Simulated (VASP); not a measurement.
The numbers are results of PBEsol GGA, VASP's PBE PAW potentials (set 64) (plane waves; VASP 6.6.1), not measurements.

Input for VASP

INCAR:
```
! general
SYSTEM =CaF2
PREC   =Accurate
ENCUT  =620   ! plane-wave cut-off (eV)
LREAL  =F
LASPH  =T

! electronic loop
EDIFF  =1E-6   ! SCF stop (eV)
NELM   =100   ! most electronic steps
ALGO   =Normal   ! blocked Davidson

! smearing
ISMEAR =0
SIGMA  =0.05   ! width (eV)

! functional
GGA    =PS

! ions
IBRION =2   ! conjugate gradients
NSW    =40   ! most ionic steps
ISIF   =3
EDIFFG =-0.02
PSTRESS=300   ! kbar

! output
LWAVE  =F
LCHARG =F
```

### POSCAR
```
CaF2
1.0
  0.0000000000   2.5282393756   2.5282393756
  2.5282393756   0.0000000000   2.5282393756
  2.5282393756   2.5282393756   0.0000000000
Ca F
1 2
Cartesian
  0.0000000000   0.0000000000   0.0000000000
  1.2641196878   1.2641196878   1.2641196878
  3.7923590634   3.7923590634   3.7923590634
```

File KPOINTS:
```
Automatic mesh
0
Gamma
8 8 8
0 0 0
```

POTCAR, in this order: Ca_sv F (PBE.64 set). Program: vasp_std.

The run wrote:

File OUTCAR:
```
 ion  position               nearest neighbor table
   1  0.000  0.000  0.000-   3 2.19   3 2.19   3 2.19   2 2.19   3 2.19   2 2.19   2 2.19   2 2.19
  LATTYP: Found a face centered cubic cell.
 ALAT       =     5.0564787512
 Subroutine PRICEL returns:
 Original cell was already a primitive cell.
 Subroutine GETGRP returns: Found 48 space group operations
The static configuration has the point symmetry O_h .
The dynamic configuration has the point symmetry O_h .
 Subroutine INISYM returns: Found 48 space group operations
 Subroutine IBZKPT returns following result:
 Found     29 irreducible k-points:

 Following reciprocal coordinates:
            Coordinates               Weight
  0.000000  0.000000  0.000000      1.000000
  0.125000  0.000000  0.000000      8.000000
  0.250000  0.000000  0.000000      8.000000
  0.375000  0.000000  0.000000      8.000000
  0.500000  0.000000  0.000000      4.000000
  0.125000  0.125000  0.000000      6.000000
  0.250000  0.125000  0.000000     24.000000
  0.375000  0.125000  0.000000     24.000000
  0.500000  0.125000  0.000000     24.000000
 -0.375000  0.125000  0.000000     24.000000
...
```

**OSZICAR**
```
       N       E                     dE             d eps       ncg     rms          rms(c)
DAV:   1     0.247546993226E+03    0.24755E+03   -0.15902E+04   928   0.181E+03
DAV:   2    -0.867817532691E+01   -0.25623E+03   -0.25248E+03  1184   0.435E+02
DAV:   3    -0.180776590122E+02   -0.93995E+01   -0.93920E+01  1008   0.952E+01
DAV:   4    -0.184362668214E+02   -0.35861E+00   -0.35853E+00  1576   0.137E+01
DAV:   5    -0.184389809277E+02   -0.27141E-02   -0.27141E-02  1008   0.125E+00    0.743E+00
DAV:   6    -0.173136973951E+02    0.11253E+01   -0.52697E+00   928   0.183E+01    0.289E+00
DAV:   7    -0.172923791050E+02    0.21318E-01   -0.17074E-01  1200   0.383E+00    0.156E+00
DAV:   8    -0.172946259801E+02   -0.22469E-02   -0.27996E-02  1120   0.220E+00    0.187E-01
DAV:   9    -0.172968917012E+02   -0.22657E-02   -0.53320E-03  1176   0.672E-01    0.116E-01
DAV:  10    -0.172973905812E+02   -0.49888E-03   -0.76301E-04  1256   0.229E-01    0.501E-02
DAV:  11    -0.172974041600E+02   -0.13579E-04   -0.17828E-04  1032   0.143E-01    0.696E-03
DAV:  12    -0.172974076648E+02   -0.35048E-05   -0.13046E-05  1312   0.331E-02    0.281E-03
DAV:  13    -0.172974079355E+02   -0.27077E-06   -0.73135E-07   872   0.848E-03
   1 F= -.11245459E+02 E0= -.11245459E+02  d E =-.112455E+02
```

**OUTCAR**
```
------------------------ aborting loop because EDIFF is reached ----------------------------------------
  FORCE on cell =-STRESS in cart. coord.  units (eV):
  Direction    XX          YY          ZZ          XY          YZ          ZX
  --------------------------------------------------------------------------------------
  Total        6.0433380      6.0433380      6.0433380     -0.0000000     -0.0000000      0.0000000
  in kB      299.5731586    299.5731586    299.5731586     -0.0000000     -0.0000000      0.0000000
  external PRESSURE =      -0.4268414 kB  Pullay stress =     300.0000000 kB
  volume of cell :       32.32
      direct lattice vectors                 reciprocal lattice vectors
     0.000000000  2.528239376  2.528239376    -0.197766084  0.197766084  0.197766084
     2.528239376  0.000000000  2.528239376     0.197766084 -0.197766084  0.197766084
     2.528239376  2.528239376  0.000000000     0.197766084  0.197766084 -0.197766084
 POSITION                                       TOTAL-FORCE (eV/Angst)
 -----------------------------------------------------------------------------------
      0.00000      0.00000      0.00000        -0.000000      0.000000     -0.000000
      1.26412      1.26412      1.26412         0.000000      0.000000      0.000000
      3.79236      3.79236      3.79236        -0.000000     -0.000000     -0.000000
 -----------------------------------------------------------------------------------
    total drift:                                0.000000     -0.000000      0.000000
  FREE ENERGIE OF THE ION-ELECTRON SYSTEM (eV)
  ---------------------------------------------------
  free  energy   TOTEN  =       -17.2974079355 eV

  energy  without entropy=      -17.2974079355  energy(sigma->0) =      -17.29740794
  enthalpy is  TOTEN    =       -11.2454591991 eV   P V=        6.0519487365

 reached required accuracy - stopping structural energy minimisation
```
(Selected blocks of OUTCAR.)

**OUTCAR**
```
 val. band max:        0.3392465309   @ k =   0.5000   0.5000   0.0000

 cond. band min:       8.8715772400   @ k =   0.0000   0.0000   0.0000


 Fermi energy:         0.6157617333

 k-point     1 :       0.0000    0.0000    0.0000
  band No.  band energies     occupation
      1     -34.4917      2.00000
      2     -20.0930      2.00000
      3     -18.9235      2.00000
      4     -15.4711      2.00000
      5     -15.4711      2.00000
      6     -15.4711      2.00000
      7      -2.6723      2.00000
      8      -2.6723      2.00000
      9      -2.6723      2.00000
     10       0.0498      2.00000
     11       0.0498      2.00000
     12       0.0498      2.00000
     13       8.8716      0.00000
     14      10.2548      0.00000
     15      10.2548      0.00000
     16      13.5048      0.00000

 k-point     2 :       0.1250    0.0000    0.0000
  band No.  band energies     occupation
      1     -34.4737      2.00000
      2     -20.1730      2.00000
      3     -18.9965      2.00000
      4     -15.4884      2.00000
      5     -15.4884      2.00000
      6     -15.3629      2.00000
      7      -2.5661      2.00000
      8      -2.5661      2.00000
      9      -2.4441      2.00000
     10      -0.1856      2.00000
     11      -0.0483      2.00000
     12      -0.0483      2.00000
     13       9.3143      0.00000
     14      10.3227      0.00000
     15      10.3227      0.00000
     16      13.2846      0.00000

 k-point     3 :       0.2500    0.0000    0.0000
  band No.  band energies     occupation
      1     -34.4299      2.00000
      2     -20.3227      2.00000
      3     -19.2229      2.00000
      4     -15.5297      2.00000
      5     -15.5297      2.00000
      6     -15.0799      2.00000
      7      -2.2978      2.00000
      8      -2.2978      2.00000
      9      -1.9073      2.00000
     10      -0.6777      2.00000
     11      -0.2837      2.00000
     12      -0.2837      2.00000
     13      10.2119      0.00000
...
```

The compound is CaF2 in the fluorite structure. It was relaxed first under an external pressure of 30 GPa.
